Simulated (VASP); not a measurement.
## Input and output of a VASP PBE single-point calculation on SrCl2 (strained fluorite)

INCAR

```
ISMEAR = -1
LCHARG = .FALSE.
ISIF = 2
NSW = 0
ENCUT = 520
LASPH = .TRUE.
PREC = Accurate
LREAL = .FALSE.
NBANDS = 19
NELM = 120
IBRION = -1
SIGMA = 0.02
EDIFF = 1E-7
LWAVE = .FALSE.
GGA = PE
```

KPOINTS

```
KPOINTS created by Atomic Simulation Environment
0
Gamma
6 6 6
0 0 0
```

KPOINTS_OPT

```
special points
7
Reciprocal
0.0000000000 0.0000000000 0.0000000000 1
0.5000000000 0.0000000000 0.5000000000 1
0.6250000000 0.2500000000 0.6250000000 1
0.3750000000 0.3750000000 0.7500000000 1
0.5000000000 0.5000000000 0.5000000000 1
0.5000000000 0.2500000000 0.7500000000 1
0.0000000000 0.5000000000 0.5000000000 1
```

POSCAR

```
Sr Cl
 1.0000000000000000
     0.0000000000000000    3.5501838564999999    3.5501838564999999
     3.5501838564999999    0.0000000000000000    3.5501838564999999
     3.5501838564999999    3.5501838564999999    0.0000000000000000
 Sr  Cl
   1   2
Cartesian
  0.0000000000000000  0.0000000000000000  0.0000000000000000
  1.7750919282500000  1.7750919282500000  1.7750919282500000
  5.3252757847499996  5.3252757847499996  5.3252757847499996
```

VASP ran with the recommended PBE PAW datasets (24 valence electrons in the cell).

Command

```
mpirun -np 1 vasp_std
```

OSZICAR

```
N       E                     dE             d eps       ncg     rms          rms(c)
DAV:   1     0.138358493033E+03    0.13836E+03   -0.11177E+04   608   0.111E+03
DAV:   2    -0.354924944420E+01   -0.14191E+03   -0.13747E+03   804   0.221E+02
DAV:   3    -0.127455355751E+02   -0.91963E+01   -0.91593E+01   778   0.549E+01
DAV:   4    -0.130827496062E+02   -0.33721E+00   -0.33674E+00  1002   0.908E+00
DAV:   5    -0.130861335791E+02   -0.33840E-02   -0.33836E-02   835   0.846E-01    0.115E+01
DAV:   6    -0.127683694770E+02    0.31776E+00   -0.64937E-01   704   0.442E+00    0.744E+00
DAV:   7    -0.127758201025E+02   -0.74506E-02   -0.35119E-01   819   0.351E+00    0.224E+00
DAV:   8    -0.127848368409E+02   -0.90167E-02   -0.52063E-02   688   0.127E+00    0.386E-01
DAV:   9    -0.127858209394E+02   -0.98410E-03   -0.21855E-03   813   0.265E-01    0.139E-01
DAV:  10    -0.127872084770E+02   -0.13875E-02   -0.10426E-03   641   0.187E-01    0.363E-02
DAV:  11    -0.127872833982E+02   -0.74921E-04   -0.49186E-05   804   0.397E-02    0.417E-02
DAV:  12    -0.127873032958E+02   -0.19898E-04   -0.19432E-05   656   0.224E-02    0.321E-03
DAV:  13    -0.127873054282E+02   -0.21323E-05   -0.23032E-06   775   0.814E-03    0.471E-03
DAV:  14    -0.127873053607E+02    0.67471E-07   -0.44815E-07   619   0.416E-03
   1 F= -.12787305E+02 E0= -.12787305E+02  d E =-.381503E-11
       N       E                     dE             ncg
DAV:   1    -0.957609852238E+02   -0.48627E+04      266
DAV:   2    -0.108236475959E+04   -0.98660E+03      362
DAV:   3    -0.114193890971E+04   -0.59574E+02      339
DAV:   4    -0.114381064887E+04   -0.18717E+01      425
DAV:   5    -0.114384541887E+04   -0.34770E-01      355
DAV:   6    -0.114384573759E+04   -0.31872E-03      380
DAV:   7    -0.114384574392E+04   -0.63335E-05      377
DAV:   8    -0.114384574400E+04   -0.83175E-07      372
```

From OUTCAR

```
k-points           NKPTS =     16   k-points in BZ     NKDIM =     16   number of bands    NBANDS=     19

   NELECT =      24.0000    total number of electrons

   dimension x,y,z NGX =    40 NGY =   40 NGZ =   40
   dimension x,y,z NGXF=    80 NGYF=   80 NGZF=   80

  energy-cutoff  :      520.00
  volume of cell :       89.49
      direct lattice vectors                 reciprocal lattice vectors
     0.000000000  3.550183856  3.550183856    -0.140837776  0.140837776  0.140837776
     3.550183856  0.000000000  3.550183856     0.140837776 -0.140837776  0.140837776
     3.550183856  3.550183856  0.000000000     0.140837776  0.140837776 -0.140837776

 k-points in reciprocal lattice and weights: KPOINTS created by Atomic Simulation Env
   0.00000000  0.00000000  0.00000000       0.005
   0.16666667  0.00000000  0.00000000       0.037
   0.33333333  0.00000000  0.00000000       0.037
   0.50000000  0.00000000  0.00000000       0.019
   0.16666667  0.16666667  0.00000000       0.028
   0.33333333  0.16666667  0.00000000       0.111
   0.50000000  0.16666667  0.00000000       0.111
  -0.33333333  0.16666667  0.00000000       0.111
   ...

 E-fermi :   0.2604

 k-point     1 :       0.0000    0.0000    0.0000
  band No.  band energies     occupation
      1     -33.2481      2.00000
      2     -15.2178      2.00000
      3     -15.2178      2.00000
      4     -15.2178      2.00000
      5     -13.3298      2.00000
      6     -12.5823      2.00000
      7      -2.1314      2.00000
      8      -2.1314      2.00000
      9      -2.1314      2.00000
     10      -0.4986      2.00000
     11      -0.4986      2.00000
     12      -0.4986      2.00000
     13       4.9544      0.00000
     14       5.9226      0.00000
     15       5.9226      0.00000
     16       8.7621      0.00000
     17       8.7622      0.00000
     18       8.7624      0.00000
     19       8.8181      0.00000

 k-point     2 :       0.1667    0.0000    0.0000
  band No.  band energies     occupation
      1     -33.2475      2.00000
      2     -15.2764      2.00000
      3     -15.2204      2.00000
      4     -15.2204      2.00000
      5     -13.2150      2.00000
      6     -12.6324      2.00000
      7      -2.0385      2.00000
      8      -2.0385      2.00000
      9      -1.9688      2.00000
     10      -0.7876      2.00000
     11      -0.6338      2.00000
     12      -0.6338      2.00000
     13       5.5251      0.00000
     14       6.1035      0.00000
     15       6.1035      0.00000
     16       7.7250      0.00000
     17       8.3755      0.00000
     18       8.3755      0.00000
     19       9.3456      0.00000

 k-point     3 :       0.3333    0.0000    0.0000
  band No.  band energies     occupation
      1     -33.2464      2.00000
      2     -15.3764      2.00000
      3     -15.2256      2.00000
      4     -15.2256      2.00000
      5     -13.0257      2.00000
      6     -12.7025      2.00000
      7      -1.8018      2.00000
      8      -1.8018      2.00000
      9      -1.6605      2.00000
     10      -1.2677      2.00000
     11      -0.9389      2.00000
     12      -0.9389      2.00000
     13       6.3886      0.00000
     14       6.3886      0.00000
     15       6.4995      0.00000
     16       7.5888      0.00000
     17       8.1877      0.00000
     18       8.1877      0.00000
     19       8.6785      0.00000

 k-point     4 :       0.5000    0.0000    0.0000
  band No.  band energies     occupation
      1     -33.2458      2.00000
      2     -15.4199      2.00000
      3     -15.2282      2.00000
      4     -15.2282      2.00000
      5     -12.9754      2.00000
      6     -12.6964      2.00000
      7      -1.6067      2.00000
      8      -1.6067      2.00000
      9      -1.5845      2.00000
     10      -1.4067      2.00000
     11      -1.1608      2.00000
     12      -1.1608      2.00000
     13       6.4745      0.00000
     14       6.4745      0.00000
     15       7.1339      0.00000
     16       7.6030      0.00000
     17       8.1954      0.00000
     18       8.1954      0.00000
     19       8.2310      0.00000

 k-point     5 :       0.1667    0.1667    0.0000
  band No.  band energies     occupation
      1     -33.2473      2.00000
      2     -15.2901      2.00000
      3     -15.2240      2.00000
      4     -15.2240      2.00000
      5     -13.1738      2.00000
      6     -12.6510      2.00000
      7      -2.0967      2.00000
      8      -2.0967      2.00000
      9      -1.7242      2.00000
     10      -1.2030      2.00000
     11      -0.4882      2.00000
     12      -0.4882      2.00000
     13       5.6047      0.00000
     14       6.1156      0.00000
     15       6.1611      0.00000
     16       7.9845      0.00000
     17       7.9845      0.00000
     18       8.4730      0.00000
     19       8.4839      0.00000

 k-point     6 :       0.3333    0.1667    0.0000
  band No.  band energies     occupation
      1     -33.2464      2.00000
      2     -15.3623      2.00000
      3     -15.2397      2.00000
      4     -15.2297      2.00000
      5     -12.9982      2.00000
      6     -12.7235      2.00000
      7      -1.9893      2.00000
      8      -1.9819      2.00000
      9      -1.7343      2.00000
     10      -1.2780      2.00000
     11      -0.6468      2.00000
     12      -0.6218      2.00000
     13       6.0387      0.00000
     14       6.4524      0.00000
     15       6.4713      0.00000
     16       7.6833      0.00000
     17       7.8540      0.00000
     18       8.0808      0.00000
     19       9.0362      0.00000

 k-point     7 :       0.5000    0.1667    0.0000
  band No.  band energies     occupation
      1     -33.2456      2.00000
      2     -15.4017      2.00000
      3     -15.2664      2.00000
      4     -15.2318      2.00000
      5     -12.9132      2.00000
      6     -12.7282      2.00000
      7      -2.0422      2.00000
      8      -1.8689      2.00000
      9      -1.7439      2.00000
     10      -0.9530      2.00000
     11      -0.9326      2.00000
     12      -0.8312      2.00000
     13       6.1474      0.00000
     14       6.6337      0.00000
     15       7.0204      0.00000
     16       7.5046      0.00000
     17       7.9832      0.00000
     18       8.3057      0.00000
     19       8.7771      0.00000

 k-point     8 :      -0.3333    0.1667    0.0000
  band No.  band energies     occupation
      1     -33.2458      2.00000
      2     -15.3841      2.00000
      3     -15.2713      2.00000
      4     -15.2283      2.00000
      5     -12.9274      2.00000
      6     -12.7339      2.00000
      7      -2.1116      2.00000
      8      -1.7096      2.00000
      9      -1.5059      2.00000
     10      -1.2751      2.00000
     11      -1.2025      2.00000
     12      -0.5743      2.00000
     13       6.1528      0.00000
     14       6.5688      0.00000
     15       6.8884      0.00000
     16       7.5863      0.00000
     17       8.0937      0.00000
     18       8.1441      0.00000
     19       8.9394      0.00000

 k-point     9 :      -0.1667    0.1667    0.0000
  band No.  band energies     occupation
      1     -33.2467      2.00000
      2     -15.3296      2.00000
      3     -15.2431      2.00000
      4     -15.2225      2.00000
      5     -13.0698      2.00000
      6     -12.6937      2.00000
      7      -2.1152      2.00000
      8      -1.7965      2.00000
      9      -1.6267      2.00000
     10      -1.2753      2.00000
     11      -0.9783      2.00000
     12      -0.4699      2.00000
     13       6.1384      0.00000
     14       6.1985      0.00000
     15       6.3270      0.00000
     16       7.6402      0.00000
     17       7.7882      0.00000
     18       8.4481      0.00000
     19       9.4413      0.00000

 k-point    10 :       0.3333    0.3333    0.0000
  band No.  band energies     occupation
      1     -33.2458      2.00000
      2     -15.4115      2.00000
      3     -15.2364      2.00000
      4     -15.2364      2.00000
      5     -12.8749      2.00000
      6     -12.7822      2.00000
      7      -2.2811      2.00000
      8      -2.0015      2.00000
      9      -2.0015      2.00000
     10      -0.7729      2.00000
     11      -0.5104      2.00000
     12      -0.5104      2.00000
     13       5.6200      0.00000
     14       6.7918      0.00000
     15       7.0744      0.00000
     16       7.4360      0.00000
     17       7.6776      0.00000
     18       7.6776      0.00000
     19       9.1066      0.00000

 ...

  Total       -0.4108037     -0.4108037     -0.4108037      0.0000000      0.0000000      0.0000000
  in kB       -7.3546567     -7.3546567     -7.3546567      0.0000000      0.0000000      0.0000000
  external PRESSURE =      -7.3546567 kB  Pullay stress =       0.0000000 kB

 POSITION                                       TOTAL-FORCE (eV/Angst)
 -----------------------------------------------------------------------------------
      0.00000      0.00000      0.00000         0.000000     -0.000000     -0.000000
      1.77509      1.77509      1.77509         0.000000     -0.000000     -0.000000
      5.32528      5.32528      5.32528        -0.000000      0.000000      0.000000
 -----------------------------------------------------------------------------------
    total drift:                               -0.000000     -0.000000      0.000000

  FREE ENERGIE OF THE ION-ELECTRON SYSTEM (eV)
  ---------------------------------------------------
  free  energy   TOTEN  =       -12.7873053607 eV

  energy  without entropy=      -12.7873053607  energy(sigma->0) =      -12.78730536
```

```
gap between bands v and c : 5.14 eV
least direct gap          : 5.45 eV
pressure                  : -0.7 GPa
```

Band v is the last that the valence electrons fill when counted band by band, and c is the next.

The run took about 36 s on one core of a shared host (Intel Xeon Platinum 8488C) and held 0.23 GiB at most.
